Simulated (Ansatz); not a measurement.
We consider rock-salt NaBr, described by Hartree–Fock in Ansatz (PAW).

Run with plane-wave cutoff 460 eV, 8×8×8 k mesh, Fermi–Dirac smearing 0.01 eV, scalar-relativistic PAW data made under PBE.

The cell has the measured lattice: a = b = c = 5.9730 Å, α = β = γ = 90.00°.

Question: What does this level give for the band gap and width of the whole s-p valence band?

Answer: 
- band gap = 12.13 eV (on the SCF k mesh) (direct)
- width of the whole s-p valence band = 17.09 eV

Measured, for comparison: band gap 7.1 eV (temperature not stated, not corrected to a static lattice; as tabulated in Aguado et al. (1998), arXiv:cond-mat/9809176).

Note: cell and atoms aren't relaxed at this level (pressure 2.0 GPa).

Spin–orbit coupling is not included.

The computed numbers hold no vibrational or temperature effects.

Ansatz is an electronic-structure program.
